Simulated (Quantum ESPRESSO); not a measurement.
**LiH under changes of volume**

One of the cells (8.449 Å³/atom); the others are scaled copies at fixed shape and fractional positions:

```
Li H
1.0
     0.00000    2.03675    2.03675
     2.03675    0.00000    2.03675
     2.03675    2.03675    0.00000
Li H
1 1
Direct
  0.00000 0.00000 0.00000
  0.50000 0.50000 0.50000
```

- Program: Quantum ESPRESSO 7.5
- Functional: LDA
- Potentials or basis: GBRV 1.5 LDA
- Cutoff: 612 eV
- Density cutoff: 4898 eV
- k mesh: 11 × 11 × 11
- Occupations: fermi-dirac, width 0.05 eV
- Spin: no spin polarisation

| volume (Å³/atom) | energy over the lowest point (meV/atom) | pressure (GPa) | gap on the mesh (eV) |
| --- | --- | --- | --- |
| 7.942 | 0.00 | -2.2 | 2.80 |
| 8.111 | 2.69 | -2.9 | 2.82 |
| 8.280 | ? | ? | ? |
| 8.449 | 10.05 | -4.1 | 2.85 |
| 8.618 | 14.59 | -4.6 | 2.86 |
| 8.787 | 19.64 | -5.0 | 2.87 |
| 8.956 | 25.15 | -5.4 | 2.88 |

Q: What does the run at 8.280 Å³/atom give?

A: Energy over the lowest point 6.06 meV/atom; pressure -3.5 GPa; gap on the mesh 2.83 eV.

Worked out: A Birch-Murnaghan fit of order 3 (a polynomial in V^(-2/3)) to the other rows has no minimum within the range. It gives 6.06 meV/atom at 8.280 Å³/atom, against the run's 6.06, and -dE/dV = -3.5 GPa, against -3.5. A straight line through the other rows of the gap, of slope 0.658 eV per unit of ln V (its deformation potential), gives 2.83 eV, against the run's 2.83.

Energies are extrapolated to zero smearing.

Caveats: an odd mesh through Γ misses points on the zone boundary, where band edges often lie.
